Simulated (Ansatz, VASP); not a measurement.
**One calculation of HfC, two programs**

```xyz
2
Lattice="0.0004 2.3250 2.3250 2.3260 -0.0002 2.3256 2.3260 2.3256 -0.0002" Properties=species:S:1:pos:R:3 pbc="T T T"
Hf    2.3262    2.3252    2.3252
C     0.0000    0.0000    0.0000
```

Alike in both runs: functional PBE; k mesh 10 × 10 × 10; occupations gaussian, width 0.05 eV; no spin polarisation.

Ansatz relaxed the structure, and its values are those at the end. VASP's run is a single point on that final structure, the one shown.

```csv
,VASP,Ansatz
version,VASP 6.6.1,Ansatz 0.2.0
potentials or method,"VASP PAW PBE potentials, release 64 (Hf_pv, C)","plane waves, PAW"
plane-wave cutoff (eV),520,420
valence electrons in the cell,14,30
```

Ansatz gave:

- gap on the k mesh at the Fermi level (eV): none
- pressure (GPa): 0.1

Task: What did VASP give for the same quantities?

Result: gap on the k mesh at the Fermi level (eV): none; pressure (GPa): -0.6.

A gap of «none» marks a metal or a gap that the smearing closes. The two sets of potentials don't hold the same shells in valence. Ansatz warned: «stress_scf_threshold_loose».

The runs have no spin-orbit coupling, so splittings on Hf are missing.
